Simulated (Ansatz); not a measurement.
Bulk crystal (SnSe$_{2}$) after relaxation:

```cif
data_structure
_symmetry_space_group_name_H-M 'P-3m1'
_symmetry_Int_Tables_number 164
_cell_length_a 3.8189
_cell_length_b 3.8189
_cell_length_c 6.1456
_cell_angle_alpha 90.000
_cell_angle_beta 90.000
_cell_angle_gamma 120.000
_cell_volume 77.62
loop_
_atom_site_label
_atom_site_type_symbol
_atom_site_symmetry_multiplicity
_atom_site_Wyckoff_symbol
_atom_site_fract_x
_atom_site_fract_y
_atom_site_fract_z
_atom_site_occupancy
Sn1 Sn 1 a 0.00000 0.00000 0.00000 1
Se1 Se 2 d 0.33333 0.66667 0.25807 1
```

Miller indices refer to the conventional cell of P-3m1 (No. 164), a = 3.819 Å, b = 3.819 Å, c = 6.146 Å, α = 90.00°, β = 90.00°, γ = 120.00°. The bulk's gap is 0.46 eV.

The (100) slab of 12 planes, 12.1 Å thick with 15 Å of vacuum as cut; outer planes Se (top) and Sn (bottom).

Level of theory: DFT PBEsol, scalar-relativistic, plane waves, PAW in Ansatz 0.2.0. Plane waves to 420 eV, a k mesh through Γ of 9×6×1 on the computed 12-atom cell and Gaussian smearing (0.05 eV); no spin polarisation. The cell repeats along c with a dipole correction in the vacuum.

This cut of an insulator is polar or leaves open shells, so the slab is metallic here; real surfaces compensate by reconstruction or adsorbates.

Results for the unrelaxed slab:

```yaml
Surface_energy_mean_of_both_faces: 0.94 J/m²
Gap_of_the_slab_on_the_mesh: none (metal or semimetal)
Work_function: 6.32 eV (top), 4.95 eV (bottom)
Dipole_of_the_slab_along_+c_per_cell: -0.18 e·Å
```

Gaps are read on the k points sampled, so a band crossing between them can be missed.